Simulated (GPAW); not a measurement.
Crystal: I.

```
CELL_PARAMETERS angstrom
3.63503 -2.39502 0.00000
3.63503 2.39502 0.00000
0.00000 0.00000 9.79344
ATOMIC_POSITIONS crystal
I 0.64930 0.35070 0.38440
I 0.14930 0.85070 0.11560
I 0.35070 0.64930 0.61560
I 0.85070 0.14930 0.88440
```

* Program: GPAW 26.7.0
* Task: single point
* Functional: PBEsol
* Potentials or basis: PAW data sets generated in the run's folder for this functional
* Cutoff: 600 eV
* Basis: pw
* k mesh: 7 × 7 × 3
* Occupations: fermi-dirac, width 0.05 eV
* Spin: no spin polarisation

On this cell: pressure 0.3 GPa; largest force 0.912 eV/Å; band gap on the k mesh 1.26 eV, indirect (least direct gap 1.34 eV).

The same run follows on a disturbed copy (atoms moved at random, drawn with an rms of 0.05 Å):

```
CELL_PARAMETERS angstrom
3.63503 -2.39502 0.00000
3.63503 2.39502 0.00000
0.00000 0.00000 9.79344
ATOMIC_POSITIONS crystal
I 0.65349 0.34675 0.38295
I 0.15234 0.84035 0.11361
I 0.36674 0.64517 0.61547
I 0.84626 0.15370 0.88219
```

Q: What does the disturbed cell give?

A: The energy moves by -4.0 meV/atom; pressure 0.1 GPa; largest force 0.975 eV/Å; band gap on the k mesh 1.23 eV, indirect (least direct gap 1.32 eV).

Forces in eV/Å, atoms in the order of the input:
```
I   -0.005 -0.476 -0.851
I    0.009 -0.214  0.597
I   -0.011  0.461  0.840
I    0.007  0.229 -0.585
```

Stress tensor (GPa, compression positive):
```
 0.04  0.01  0.02
 0.01 -0.42  0.40
 0.02  0.40  0.71
```

Caveats: spin-orbit coupling is left out, which moves the levels of the heavy elements; an odd mesh through Γ misses points on the zone boundary, where band edges often lie.
